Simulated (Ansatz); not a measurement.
A run of Ansatz 0.2.0 is set up as follows.

The input input.yaml:

```yaml
crystal:
  lattice:
    - [2.7235, 0.0, 0.0]
    - [0.0, 2.7235, 0.0]
    - [0.0, 0.0, 3.72]
  atoms:
    - { symbol: Pt, position: [0.5, 0.5, 0.5] }
    - { symbol: Fe, position: [0.0, 0.0, 0.0], spin: 3.0 }
hamiltonian:
  xc: blyp
  pseudopotentials: { kind: paw }
magnetization:
  spin_polarized: true
kpoints:
  mp_grid: { grid: [6, 6, 4] }
scf:
  occupations: { method: fermi_dirac, width: 0.05 }
  n_extra_bands: 6
output:
  forces: true
  stress: true
  eigenvalues: true
  dos: { projected: true, de: 0.05, nscf_kmesh: { grid: [9, 9, 6] } }
```

Potentials or basis: Ansatz PAW.

The run is started by

```bash
$ ansatz run input.yaml --threads 2 --pin off --max-ram 5632MiB --backend cpu --events-out ev --progress --plain --runs-dir out
```

Question: What does it give for the band gap on the k mesh?

Answer: None (metal or under the smearing width).

Question: What does it give for the site moments?

Answer: Pt +0.41; Fe +2.89 μB.

States per cell in windows of 0.5 eV (zero at the Fermi level; states under -8 eV left out):
```tsv
from (eV)	up	down	Fe 3d up	Pt 5d up	Pt 5d down	Fe 3d down	Pt 6s up	Pt 6s down
-8.0	0.07	0.06	0.00	0.01	0.00	0.00	0.04	0.04
-7.5	0.10	0.08	0.00	0.01	0.01	0.00	0.05	0.05
-7.0	0.17	0.11	0.02	0.05	0.02	0.00	0.06	0.05
-6.5	0.42	0.22	0.06	0.23	0.10	0.02	0.07	0.07
-6.0	0.66	0.47	0.12	0.43	0.31	0.04	0.03	0.06
-5.5	0.86	0.53	0.24	0.54	0.40	0.04	0.04	0.02
-5.0	0.60	0.77	0.16	0.41	0.60	0.09	0.01	0.04
-4.5	0.60	0.58	0.22	0.34	0.46	0.08	0.02	0.03
-4.0	0.83	0.54	0.33	0.44	0.41	0.08	0.02	0.02
-3.5	1.10	0.57	0.63	0.40	0.44	0.08	0.02	0.03
-3.0	1.01	0.64	0.70	0.25	0.49	0.11	0.02	0.02
-2.5	1.13	0.61	0.79	0.29	0.46	0.10	0.01	0.02
-2.0	0.85	0.41	0.48	0.34	0.24	0.11	0.01	0.01
-1.5	1.06	0.47	0.61	0.42	0.14	0.23	0.01	0.01
-1.0	0.79	0.74	0.34	0.43	0.11	0.54	0.01	0.01
-0.5	0.29	0.60	0.10	0.13	0.08	0.48	0.02	0.01
0.0	0.18	0.51	0.05	0.06	0.07	0.41	0.02	0.00
0.5	0.12	1.24	0.02	0.03	0.22	0.98	0.02	0.01
1.0	0.11	1.11	0.02	0.02	0.17	0.90	0.02	0.01
1.5	0.10	0.44	0.01	0.02	0.08	0.31	0.02	0.03
2.0	0.13	0.17	0.01	0.02	0.02	0.09	0.03	0.02
2.5	0.14	0.15	0.01	0.02	0.02	0.06	0.03	0.02
3.0	0.14	0.17	0.01	0.02	0.02	0.05	0.03	0.03
3.5	0.12	0.16	0.01	0.01	0.02	0.04	0.02	0.03
4.0	0.11	0.15	0.00	0.01	0.01	0.03	0.02	0.02
4.5	0.10	0.13	0.00	0.01	0.01	0.02	0.01	0.02
5.0	0.11	0.11	0.00	0.01	0.01	0.01	0.02	0.01
5.5	0.09	0.09	0.00	0.01	0.00	0.01	0.02	0.01
6.0	0.10	0.11	0.00	0.00	0.00	0.01	0.02	0.03
6.5	0.12	0.10	0.00	0.00	0.00	0.01	0.03	0.03
7.0	0.16	0.13	0.00	0.01	0.00	0.01	0.02	0.03
7.5	0.19	0.15	0.00	0.01	0.00	0.01	0.03	0.03
```

Caveat: the k mesh is coarse (spacing up to 0.42 Å⁻¹), so the values aren't converged; the density of states is complete only up to the lowest level of the last band computed. Spin-orbit coupling is left out, which matters for the levels of Pt.
